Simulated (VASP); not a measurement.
Runs of VASP 6.6.1 on Si23W (a cell with a defect). The cell holds a defect, 24 atoms: a = 11.534 Å, b = 7.689 Å, c = 7.689 Å, α = 60.00°, β = 60.00°, γ = 60.00°. 

```csv
task,level,spin,U,fixed moment (μB),cell,k mesh,grid for exact exchange (PRECFOCK),screening parameter,mesh quality,pressure (GPa),moment (μB),largest force (eV/Å)
single point,PBEsol+U,"collinear, ferromagnetic start",W d U = 2 eV,2,as given,2 × 3 × 3,-,-,not flagged,1.1,2.00,0.03
single point,PBEsol+U,"collinear, ferromagnetic start",W d U = 4 eV,2,as given,2 × 3 × 3,-,-,not flagged,1.3,2.00,(b)
single point,PBEsol,"collinear, ferromagnetic start",-,2,as given,2 × 3 × 3,-,-,not flagged,0.8,2.00,0.21
single point,PBEsol+U,"collinear, ferromagnetic start",W d U = 2 eV,-,as given,2 × 3 × 3,-,-,not flagged,1.1,2.00,0.03
single point,PBEsol+U,"collinear, zero start",W d U = 2 eV,0,as given,2 × 3 × 3,-,-,not flagged,0.6,0.00,(a)
relaxation of the atoms,PBEsol+U,"collinear, ferromagnetic start",W d U = 2 eV,2,"atoms relaxed from: atoms moved at random, drawn with an rms of 0.05 Å",2 × 3 × 3,-,-,not flagged,1.1,2.00,0.03
single point,HSE06,"collinear, ferromagnetic start",-,2,as given,2 × 2 × 2,Fast,0.2 1/A,coarse,0.8,2.00,0.15
```

Alike in all rows: potentials or basis VASP PAW PBE potentials, release 64 (W_sv, Si); cutoff (eV) 350; smearing gaussian 0.03 eV.

Problem. Fill in the values left out.

Solution. (a) 0.38; (b) 0.23.

Caveats: some runs use coarse meshes; the PAW data sets were made with another functional, which shifts forces and pressure a little; the total moment is fixed, so each spin has its own Fermi level (some runs); the U is typed as a test and isn't derived for this compound (some runs).
